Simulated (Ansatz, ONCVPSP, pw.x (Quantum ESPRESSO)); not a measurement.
# pw.x on bcc Ru: one setting changed

Potential: optimised norm-conserving Vanderbilt (ONCV), ONCVPSP 4.0.1.1 (patched build), PBE; core [Ar] 3d10, reference 4s2 4p6 4d7 5s1; waves: 4s+5s: rc 1.55 bohr, ncon 4, nbas 7, qcut 6.2 1/bohr, 2 projectors; 4p: rc 1.60 bohr, ncon 3, nbas 6, qcut 6.6 1/bohr, 2 projectors, debl 1.3 Ha; 4d: rc 1.80 bohr, ncon 4, nbas 8, qcut 5.7 1/bohr, 1 projector; local part: polynomial inside 1.25 bohr (lpopt 5, dvloc0 1 Ha); core correction: none. In the p channel the program set the typed energies aside and used -1.706, 0.250 Ha.

The reference run (k-mesh 15³, cutoffs 160/640 Ry, Fermi–Dirac 0.01 Ry, mixing_beta 0.4, conv_thr 1e-9, no spin) gives 2.67 GPa at 14.192 Å³/atom, where all-electron LAPW gives 1.63 GPa. This run, with its own iteration cap, changes k-mesh points per axis to 3.

```
&control
  calculation='scf', prefix='x', pseudo_dir='./', outdir='./tmp', tstress=.true., disk_io='none'
/
&system
  ibrav=0, nat=1, ntyp=1, ecutwfc=160, ecutrho=640, nbnd=16,
  occupations='smearing', smearing='fd', degauss=0.01
/
&electrons
  conv_thr=1e-09, mixing_beta=0.4, electron_maxstep=50
/
ATOMIC_SPECIES
Ru 1.0 Ru.UPF
CELL_PARAMETERS angstrom
  -1.52520377 1.52520377 1.52520377
  1.52520377 -1.52520377 1.52520377
  1.52520377 1.52520377 -1.52520377
ATOMIC_POSITIONS crystal
Ru 0.0000 0.0000 0.0000
K_POINTS automatic
3 3 3 0 0 0
```

```bash
pw.x < Ru.scf.in > Ru.scf.out
```

Q: How does the run end?

A: It converges in 7 iterations; the free energy moves by +1.20 eV/atom and the pressure by +24.49 GPa.

```
Message from routine setup:
     using ibrav=0 with symmetry is DISCOURAGED, use correct ibrav instead
     lattice parameter (alat)  =       4.9921  a.u.
     unit-cell volume          =      95.7724 (a.u.)^3
     number of electrons       =        16.00
     number of Kohn-Sham states=           16
     kinetic-energy cutoff     =     160.0000  Ry
     charge density cutoff     =     640.0000  Ry
     scf convergence threshold =      1.0E-09
     Exchange-correlation= PBE
     number of k points=     4  Fermi-Dirac smearing, width (Ry)=  0.0100
     iteration #  1     ecut=   160.00 Ry     beta= 0.40
     total energy              =    -189.83752378 Ry
     estimated scf accuracy    <       0.12620746 Ry
     iteration #  2     ecut=   160.00 Ry     beta= 0.40
     total energy              =    -189.84922510 Ry
     estimated scf accuracy    <       0.00848903 Ry
     iteration #  3     ecut=   160.00 Ry     beta= 0.40
     total energy              =    -189.84982820 Ry
     estimated scf accuracy    <       0.00104612 Ry
     iteration #  4     ecut=   160.00 Ry     beta= 0.40
     total energy              =    -189.84988738 Ry
     estimated scf accuracy    <       0.00001798 Ry
     iteration #  5     ecut=   160.00 Ry     beta= 0.40
     total energy              =    -189.84989108 Ry
     estimated scf accuracy    <       0.00001021 Ry
     iteration #  6     ecut=   160.00 Ry     beta= 0.40
     total energy              =    -189.84989197 Ry
     estimated scf accuracy    <       0.00000003 Ry
     iteration #  7     ecut=   160.00 Ry     beta= 0.40
     the Fermi energy is    22.5468 ev
!    total energy              =    -189.84989199 Ry
     estimated scf accuracy    <          6.2E-10 Ry
     smearing contrib. (-TS)   =      -0.01604871 Ry
     The total energy is F=E-TS. E is the sum of the following terms:
     one-electron contribution =     -37.54999358 Ry
     hartree contribution      =      29.38675220 Ry
     xc contribution           =     -20.05132918 Ry
     ewald contribution        =    -161.61927271 Ry
     convergence has been achieved in   7 iterations
          total   stress  (Ry/bohr**3)                   (kbar)     P=      271.66
     Message from routine punch:
     Nothing written, as per user request (disk_io='none')
```

The run took about 7.3 s on one core of a shared host (Neoverse-N1, 64 threads, 124 GiB, load 50).
